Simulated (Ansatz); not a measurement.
## Rb: how the free axis answers a strain

Rb, Cmcm, a = 4.695 Å, b = 15.676 Å, c = 4.839 Å. This isn't the element's structure at ambient conditions. Ansatz: PBEsol, PAW, 420 eV, Γ-centred 12×12×4 mesh on 4 atoms, Gaussian smearing 0.10 eV; no spin polarisation. Series: uniaxial strain along c, with a, b and atoms relaxed; x is the strain in per cent. The axes a, b, c are those of the computed cell (4.839, 4.695, 15.676 Å), along [0 0 -1], [1 0 0], [0 -1 0] of the cell named above. y is the change of a in per cent of 4.839 Å.

```
x (%) y (%)
 -4.5      ?
 -3.0   1.58
 -1.5   0.81
  0.0   0.00
  1.5  -0.60
  3.0  -1.25
  4.5  -1.85
```

Fit y = c1 x + c2 x² to the other rows, say what c1 measures, and predict the missing y.

Least squares on the rows shown. y = −0.4776 x + 0.01632 x². So −c1 = 0.478 is Poisson's ratio for this pair of axes. Along b the same runs (not shown) give 0.15. With a term in x³ added, the coefficient of x becomes -0.4572, 4 % less, which shows how far this figure hangs on the form. At x = -4.5 the fit asked for gives 2.48 %. The run gave 2.39 %, so the fit is 0.09 % too high, within twice the rms miss on the fitted rows (0.05 %).